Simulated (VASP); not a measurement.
Method: r2SCAN meta-GGA, VASP's PBE PAW potentials (set 64) (plane waves; VASP 6.6.1).

The input files of a VASP run:

**INCAR**
```
# general
SYSTEM  = AlSb
PREC    = Accurate
ENCUT   = 400
LREAL   = F
LASPH   = T

# electronic loop
EDIFF   = 1E-6
NELM    = 100
ALGO    = Normal
LMAXMIX = 4
LMIXTAU = T

# smearing
ISMEAR  = 0
SIGMA   = 0.05

# functional
METAGGA = R2SCAN

# ions
IBRION  = 2
NSW     = 60
ISIF    = 3
EDIFFG  = -0.01

# output
LWAVE   = F
LCHARG  = F
```

POSCAR:
```
AlSb
1
    0.0000000000     3.0700000000     3.0700000000
    3.0700000000     0.0000000000     3.0700000000
    3.0700000000     3.0700000000     0.0000000000
Al Sb
1 1
Direct
  0.0000000000   0.0000000000   0.0000000000
  0.2500000000   0.2500000000   0.2500000000
```

### KPOINTS
```
Automatic mesh
0
Gamma
7 7 7
0 0 0
```

POTCAR, in this order: Al Sb (PBE.64 set). Program: vasp_std.

Output

### OSZICAR
```
       N       E                     dE             d eps       ncg     rms          rms(c)
DAV:   1    -0.127716836457E+02   -0.12772E+02   -0.24767E+03   320   0.586E+02
DAV:   2    -0.334338850144E+02   -0.20662E+02   -0.19770E+02   440   0.818E+01
DAV:   3    -0.338604586398E+02   -0.42657E+00   -0.42657E+00   408   0.154E+01
DAV:   4    -0.338625541222E+02   -0.20955E-02   -0.20955E-02   480   0.128E+00
DAV:   5    -0.338625584203E+02   -0.42981E-05   -0.42981E-05   432   0.550E-02    0.400E+00
DAV:   6    -0.329151279605E+02    0.94743E+00   -0.25886E-01   384   0.339E+00    0.268E+00
DAV:   7    -0.328781603035E+02    0.36968E-01   -0.21232E-01   328   0.287E+00    0.499E-01
DAV:   8    -0.329216198965E+02   -0.43460E-01   -0.11439E-01   320   0.257E+00    0.486E-01
DAV:   9    -0.329334279094E+02   -0.11808E-01   -0.11426E-02   328   0.805E-01    0.164E-01
DAV:  10    -0.329363497446E+02   -0.29218E-02   -0.88041E-03   320   0.834E-01    0.907E-02
DAV:  11    -0.329377583344E+02   -0.14086E-02   -0.20159E-03   336   0.410E-01    0.415E-02
DAV:  12    -0.329378323326E+02   -0.73998E-04   -0.27797E-04   360   0.154E-01    0.327E-02
DAV:  13    -0.329379464818E+02   -0.11415E-03   -0.12804E-04   320   0.102E-01    0.397E-03
DAV:  14    -0.329379520567E+02   -0.55749E-05   -0.11617E-05   352   0.365E-02    0.343E-03
DAV:  15    -0.329379527499E+02   -0.69325E-06   -0.23040E-07   272   0.479E-03
   1 F= -.32937953E+02 E0= -.32937953E+02  d E =-.329380E+02
       N       E                     dE             d eps       ncg     rms          rms(c)
DAV:   1    -0.329463539778E+02   -0.84019E-02   -0.26099E-01   376   0.276E+00    0.419E-01
DAV:   2    -0.329427901421E+02    0.35638E-02   -0.14170E-02   376   0.808E-01    0.262E-01
DAV:   3    -0.329412329817E+02    0.15572E-02   -0.53503E-03   320   0.428E-01    0.431E-02
DAV:   4    -0.329412361034E+02   -0.31217E-05   -0.40777E-04   368   0.150E-01    0.637E-02
DAV:   5    -0.329412527976E+02   -0.16694E-04   -0.70864E-05   352   0.778E-02    0.464E-02
DAV:   6    -0.329410847119E+02    0.16809E-03   -0.14346E-04   320   0.140E-01    0.633E-03
DAV:   7    -0.329412347616E+02   -0.15005E-03   -0.17687E-04   320   0.151E-01    0.386E-03
DAV:   8    -0.329412539245E+02   -0.19163E-04   -0.70968E-06   320   0.267E-02    0.410E-03
DAV:   9    -0.329412574584E+02   -0.35339E-05   -0.13639E-06   264   0.116E-02    0.135E-03
DAV:  10    -0.329412576647E+02   -0.20627E-06   -0.30401E-07   168   0.748E-03
   2 F= -.32941258E+02 E0= -.32941258E+02  d E =-.330491E-02
       N       E                     dE             d eps       ncg     rms          rms(c)
DAV:   1    -0.329431129145E+02   -0.18555E-02   -0.32532E-02   376   0.984E-01    0.150E-01
DAV:   2    -0.329427099497E+02    0.40296E-03   -0.16639E-03   376   0.280E-01    0.919E-02
DAV:   3    -0.329425399705E+02    0.16998E-03   -0.67069E-04   320   0.151E-01    0.152E-02
DAV:   4    -0.329425489988E+02   -0.90283E-05   -0.48899E-05   368   0.529E-02    0.228E-02
DAV:   5    -0.329425505331E+02   -0.15343E-05   -0.77742E-06   352   0.251E-02    0.168E-02
DAV:   6    -0.329425335611E+02    0.16972E-04   -0.14513E-05   320   0.443E-02    0.243E-03
DAV:   7    -0.329425483920E+02   -0.14831E-04   -0.18813E-05   320   0.491E-02    0.144E-03
DAV:   8    -0.329425505670E+02   -0.21750E-05   -0.84510E-07   256   0.917E-03    0.127E-03
DAV:   9    -0.329425506719E+02   -0.10483E-06   -0.17875E-07   160   0.423E-03
   3 F= -.32942551E+02 E0= -.32942551E+02  d E =-.459792E-02
```

OUTCAR:
```
------------------------ aborting loop because EDIFF is reached ----------------------------------------
  FORCE on cell =-STRESS in cart. coord.  units (eV):
  Direction    XX          YY          ZZ          XY          YZ          ZX
  --------------------------------------------------------------------------------------
  Total        0.0058007      0.0058007      0.0058007      0.0000000     -0.0000000      0.0000000
  in kB        0.1572842      0.1572842      0.1572842      0.0000000     -0.0000000      0.0000000
  external PRESSURE =       0.1572842 kB  Pullay stress =       0.0000000 kB
  volume of cell :       59.09
      direct lattice vectors                 reciprocal lattice vectors
    -0.000000000  3.091415613  3.091415613    -0.161738201  0.161738201  0.161738201
     3.091415613 -0.000000000  3.091415613     0.161738201 -0.161738201  0.161738201
     3.091415613  3.091415613  0.000000000     0.161738201  0.161738201 -0.161738201
 POSITION                                       TOTAL-FORCE (eV/Angst)
 -----------------------------------------------------------------------------------
      0.00000      0.00000      0.00000        -0.000000     -0.000000      0.000000
      1.54571      1.54571      1.54571         0.000000      0.000000     -0.000000
 -----------------------------------------------------------------------------------
    total drift:                               -0.000002     -0.000002     -0.000002
  FREE ENERGIE OF THE ION-ELECTRON SYSTEM (eV)
  ---------------------------------------------------
  free  energy   TOTEN  =       -32.9425506719 eV

  energy  without entropy=      -32.9425506719  energy(sigma->0) =      -32.94255067

 reached required accuracy - stopping structural energy minimisation
```
(Selected blocks of OUTCAR.)

**CONTCAR**
```
AlSb
   1.00000000000000
    -0.0000000000000000    3.0914156127233423    3.0914156127233423
     3.0914156127233423   -0.0000000000000000    3.0914156127233423
     3.0914156127233423    3.0914156127233423    0.0000000000000000
  Al              Sb
     1     1
Direct
     0.0000000000000000    0.0000000000000000    0.0000000000000000
     0.2500000000000000    0.2500000000000000    0.2500000000000000
```

OUTCAR:
```
 val. band max:        4.4373721475   @ k =   0.0000   0.0000   0.0000

 cond. band min:       5.9269774270   @ k =   0.4286   0.4286   0.0000


 Fermi energy:         4.6964671762

 k-point     1 :       0.0000    0.0000    0.0000
  band No.  band energies     occupation
      1      -6.5907      2.00000
      2       4.4374      2.00000
      3       4.4374      2.00000
      4       4.4374      2.00000
      5       6.4440      0.00000
      6       7.8115      0.00000
      7       7.8115      0.00000
      8       7.8115      0.00000

 k-point     2 :       0.1429    0.0000    0.0000
  band No.  band energies     occupation
      1      -6.3978      2.00000
      2       2.7421      2.00000
      3       4.1976      2.00000
      4       4.1976      2.00000
      5       6.8509      0.00000
      6       8.1780      0.00000
      7       8.1780      0.00000
      8       8.8026      0.00000

 k-point     3 :       0.2857    0.0000    0.0000
  band No.  band energies     occupation
      1      -5.8706      2.00000
      2       0.6011      2.00000
      3       3.7901      2.00000
      4       3.7901      2.00000
      5       6.4323      0.00000
      6       8.5635      0.00000
      7       8.5635      0.00000
      8      11.0177      0.00000

 k-point     4 :       0.4286    0.0000    0.0000
  band No.  band energies     occupation
      1      -5.2722      2.00000
      2      -0.8574      2.00000
      3       3.5365      2.00000
      4       3.5365      2.00000
      5       6.1452      0.00000
      6       8.4960      0.00000
      7       8.4960      0.00000
      8      11.5629      0.00000

 k-point     5 :       0.1429    0.1429    0.0000
  band No.  band energies     occupation
      1      -6.3324      2.00000
      2       2.8157      2.00000
      3       3.7590      2.00000
      4       3.7590      2.00000
      5       7.0804      0.00000
      6       7.9994      0.00000
      7       8.8657      0.00000
...
```

Energy and stress use the plane-wave basis of the starting cell. Unless said otherwise, spin-orbit coupling is left out, though it shifts the bands of the heavy elements here.

The compound is AlSb in the zinc blende structure. This run relaxes it. Symmetry was kept, so distortions that lower it aren't found.
